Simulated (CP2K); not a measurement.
## ZrSe2 under changes of volume

One of the cells (25.784 Å³/atom); the others are scaled copies at fixed shape and fractional positions:

```xyz
3
Lattice="3.7980 0.0000 0.0000 -1.8990 3.2892 0.0000 0.0000 0.0000 6.1920" Properties=species:S:1:pos:R:3 pbc="T T T"
Zr    0.0000    0.0000    0.0000
Se    1.8990    1.0964    4.6440
Se    0.0000    2.1928    1.5480
```

```yaml
Program: CP2K 2026.2
Functional: PBEsol
Potentials_or_basis: POTENTIAL_UZH Zr GTH-PBE-q12, Se GTH-PBE-q6; TZVP-MOLOPT-PBE-GTH basis
Density_cutoff: 6123 eV
k_mesh: 8 × 8 × 5
Occupations: fermi-dirac, width 0.05 eV
Spin: no spin polarisation
```

| volume (Å³/atom) | energy over the lowest point (meV/atom) | pressure (GPa) | gap on the mesh (eV) | largest force (eV/Å) |
| --- | --- | --- | --- | --- |
| 24.237 | 29.22 | 6.0 | 0.26 | 1.076 |
| 24.753 | 13.22 | 3.9 | 0.29 | 0.806 |
| 25.268 | ? | ? | ? | ? |
| 25.784 | 0.00 | 0.3 | 0.34 | 0.320 |
| 26.300 | 1.59 | -1.3 | 0.36 | 0.103 |
| 26.815 | 7.95 | -2.7 | 0.38 | 0.100 |
| 27.331 | 18.63 | -3.9 | 0.40 | 0.288 |

Q: What does the run at 25.268 Å³/atom give?

A: Energy over the lowest point 3.69 meV/atom; pressure 2.0 GPa; gap on the mesh 0.31 eV; largest force 0.554 eV/Å.

Worked out: A Birch-Murnaghan fit of order 3 (a polynomial in V^(-2/3)) to the other rows has its minimum at 25.88 Å³/atom with B0 = V·E''(V) = 81 GPa and B' = 4.0 at fixed shape and positions, which overstates the stiffness. It gives 3.70 meV/atom at 25.268 Å³/atom, against the run's 3.69, and -dE/dV = 2.0 GPa, against 2.0. A straight line through the other rows of the gap, of slope 1.16 eV per unit of ln V, gives 0.31 eV, against the run's 0.31.

Energies are extrapolated to zero smearing.

Caveats: the potentials were made for another functional, which shifts forces and pressure; an odd mesh through Γ misses points on the zone boundary, where band edges often lie; this functional lacks dispersion, which binds the layers, so the pressure and a relaxed spacing across them are unreliable; the basis of atomic orbitals isn't converged, which shifts pressures, moduli and gaps. Spin-orbit coupling on Se, Zr is left out.
